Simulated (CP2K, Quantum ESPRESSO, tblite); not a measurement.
## C(110) slab, H on the bottom face, stepped (156 atoms): runs against a plane-wave reference

The cell holds 156 atoms: 132 C and 24 H. Its edges and angles: a = 10.089 Å, b = 10.701 Å, c = 17.196 Å, α = 90.0°, β = 90.0°, γ = 90.0°. It derives from C (diamond-structure). Diamond-structure C (a = 3.567 Å), (110) slab of 6 atomic planes, 4 x 3 surface cells, H on the broken bonds of the bottom face, 10 Å of vacuum; the top repeat layer removed from part of the cell (two steps); displaced by a Gaussian of 0.02 Å. Then every atom was moved at random, 0.03 Å r.m.s. a Cartesian component (hydrogen 0.6 of that). Regions: slab, 132 atoms (132 C); hydrogen, 24 atoms (24 H). Vacuum lies along c.

Geometry: as built.

The reference, a calculation:

```
method                 : Kohn-Sham DFT, PBE, SSSP efficiency 1.3.0 pseudopotentials, plane waves (Quantum ESPRESSO 7.5); sssp-pbe-1.3.0-efficiency, cutoffs 60/480 Ry, Γ point
r.m.s. force component : 1.777 eV/Å
longest force          : 6.825 eV/Å
time                   : 7.5 min on 4 MPI ranks of Arm Neoverse V2, shared host
CPU time               : 30 min
```

Runs, in no order:
A. CP2K PBE, DZVP-UZH, 450/50 Ry, diagonalisation: Kohn-Sham DFT, PBE, GTH-PBE pseudopotentials, Gaussian and plane waves, DZVP-MOLOPT (UZH set), diagonalisation
B. CP2K PBEsol, PBE potentials, DZVP-UZH, 450/50 Ry, diagonalisation: Kohn-Sham DFT, PBEsol, GTH-PBE pseudopotentials, Gaussian and plane waves, DZVP-MOLOPT (UZH set), diagonalisation
C. tblite GFN2-xTB: GFN2-xTB tight binding, diagonalisation
D. CP2K PBE, SZV-MOLOPT-SR, 450/50 Ry, diagonalisation: Kohn-Sham DFT, PBE, GTH-PBE pseudopotentials, Gaussian and plane waves, SZV-MOLOPT-SR-GTH, diagonalisation
E. CP2K PBE, DZVP-UZH, 157/50 Ry, diagonalisation: Kohn-Sham DFT, PBE, GTH-PBE pseudopotentials, Gaussian and plane waves, DZVP-MOLOPT (UZH set), diagonalisation

Q: Order them from the smallest to the largest r.m.s. force difference.

A, B, E, C, D.

| run | Δ force, r.m.s. (meV/Å) | share of r.m.s. force (%) | CPU time |
| --- | --- | --- | --- |
| A. CP2K PBE, DZVP-UZH, 450/50 Ry, diagonalisation | 45.7 | 2.57 | 16 min |
| B. CP2K PBEsol, PBE potentials, DZVP-UZH, 450/50 Ry, diagonalisation | 98.2 | 5.53 | 16 min |
| E. CP2K PBE, DZVP-UZH, 157/50 Ry, diagonalisation | 163 | 9.18 | 14 min |
| C. tblite GFN2-xTB | 286 | 16.1 | 11 s |
| D. CP2K PBE, SZV-MOLOPT-SR, 450/50 Ry, diagonalisation | 601 | 33.8 | 6.4 min |

Periodic xTB results under one method name differ between programs and library versions. The runs have no spin polarisation, so any moments at edges, vacancies or dangling bonds can't form. The electronic-structure runs sample only Γ, in a cell whose shortest periodic width is 10 Å, which is coarse for a cell with partly filled levels.

[Logs are printed without paths, hosts, clocks, repeated set-up lines and the standing remarks that a program may print on its own settings, such as how far it seeks lower states.]

[Hosts, paths, dates, database ids (printed as entryN), source tags and the programs' standing remarks are cut or masked in the printed files.]
